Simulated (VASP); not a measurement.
Crystal: AlRu.

```xyz
2
Lattice="2.9916 0.0000 0.0000 0.0000 2.9916 0.0000 0.0000 0.0000 2.9916" Properties=species:S:1:pos:R:3 pbc="T T T"
Ru    1.4958    1.4958    1.4958
Al    0.0000    0.0000    0.0000
```

Base run:

* Program: VASP 6.6.1
* Functional: SCAN
* Potentials or basis: VASP PAW PBE potentials, release 64 (Ru_pv, Al)
* Cutoff: 520 eV
* k mesh: 7 × 7 × 7
* Occupations: fermi-dirac, width 0.05 eV
* Spin: spin-orbit coupling, no magnetisation

Its results: pressure -5.6 GPa.

Problem. The run is repeated on the same cell with these changes: functional from SCAN to r2SCAN; further incar settings from ALGO = Normal; EDIFF = 1e-06 to ALGO = Normal; EDIFF = 1e-07. What comes out?

Solution. Pressure -1.8 GPa.

Caveats: the PAW data sets were made with another functional, which shifts forces and pressure a little.
